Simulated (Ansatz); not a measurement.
The elements of this relaxed trial crystal are hidden behind letters.

```
lattice vectors (Å)
   4.1532    0.0000    0.0000
  -2.0766    3.5968    0.0000
   0.0000    0.0000    5.1302
fractional positions
X 0.6667 0.3333 0.1822
X 0.3333 0.6667 0.8178
Z 0.0000 0.0000 0.5000
```

Method: DFT PBE, scalar-relativistic, plane waves, PAW in Ansatz 0.2.0. Plane waves to 420 eV, a 12×12×10 mesh through Γ for the 3-atom cell and 0.10 eV Gaussian smearing; no spin polarisation.

```
Space group                                 : P-3m1 (No. 164)
Conventional cell                           : a = 4.153 Å, c = 5.130 Å
Volume per atom                             : 25.55 Å³
Density                                     : 10.40 g/cm³
Energy over the elements                    : −0.04 eV/atom
Gap on the 12×12×10 mesh of the 3-atom cell : 0 eV (a metal)
```

Energies are uncorrected and count from the elements' standard states at the same level.

Question: X is a d-block element of period 6 and Z is a p-block element of period 4. Which elements are they?

Answer: X = Hg, Z = Se, so the formula is Hg2Se, here in the anti-cadmium iodide type. Density times volume gives a mean mass of 10.40 × 25.55/1.6605 = 160.0 u per atom, and this set has 160.1 u. Around Hg lie 3 Se at 2.90 Å and 3 Hg at 3.04 Å; around Se lie 6 Hg at 2.90 Å. Other sets within the hints have nearly the same mass, so mass alone doesn't settle it; this one was computed.

Spin–orbit coupling, which can matter for Hg, is left out. A structure relaxed within its symmetry needn't be a true minimum.
